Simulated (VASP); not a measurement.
Set up this calculation in VASP 6.6.1, as the native input.

```yaml
Task: relaxation of the atoms
Functional: PBE
Dispersion: D3(BJ)
Potentials_or_basis: VASP PAW PBE potentials, release 64 (Cu, I)
Cutoff: 600 eV
k_mesh: 8 × 8 × 8
Occupations: gaussian, width 0.03 eV
Spin: no spin polarisation
Further_INCAR_settings: ALGO = Normal; EDIFF = 1e-07; IBRION = 2; EDIFFG = -0.01; NSW = 40
```

The structure of CuI (Marshite) lies in POSCAR:

```
CuI                                     
1.0
    0.0000000000      3.0455356969      3.0455356969
    3.0455356969      0.0000000000      3.0455356969
    3.0455356969      3.0455356969      0.0000000000
  Cu              I             
     1     1
Direct
     0.2500000000000000    0.2500000000000000    0.2500000000000000
     0.0000000000000000    0.0000000000000000    0.0000000000000000
```

The cell isn't the ideal one: a relaxed cell with its volume scaled by 1.06.

These files were run (other wordings do the same):

INCAR

```
PREC     = Accurate       # precision mode
ENCUT    = 600            # plane-wave cutoff, eV
EDIFF    = 1E-7           # SCF threshold, eV
ISMEAR   = 0              # smearing method
SIGMA    = 0.03           # smearing width, eV
LREAL    = False          # projectors in reciprocal space
LASPH    = True           # aspherical terms in the spheres
NELM     = 80             # most SCF steps
ALGO     = Normal         # electronic algorithm
ISIF     = 2              # what is computed and relaxed
LWAVE    = False          # write WAVECAR
LCHARG   = False          # write CHGCAR
GGA      = PE             # functional
IVDW     = 12             # dispersion correction
IBRION   = 2              # ionic algorithm
NSW      = 40             # ionic steps
EDIFFG   = -0.01          # ionic threshold
```

KPOINTS

```
regular mesh
0
Gamma
  8 8 8
```

Potentials or basis: VASP PAW PBE potentials, release 64 (Cu, I).

The run is started by

```bash
$ cat potpaw_PBE.64/Cu/POTCAR potpaw_PBE.64/I/POTCAR > POTCAR
$ mpirun -np 1 vasp_std > vasp.out
```

Results of the run:

```
Pressure after relaxing    : -2.4 GPa
Band gap on the k mesh     : 1.11 eV, direct
Dispersion energy per atom : -0.337 eV
```

Caveat: the relaxation stopped at its first step, so nothing moved; spin-orbit coupling is left out, which moves the levels of the heavy elements.

Wall time 13 s on 1 thread of Intel(R) Xeon(R) 6975P-C (Granite Rapids), on a shared host, peak memory 0.22 GiB.
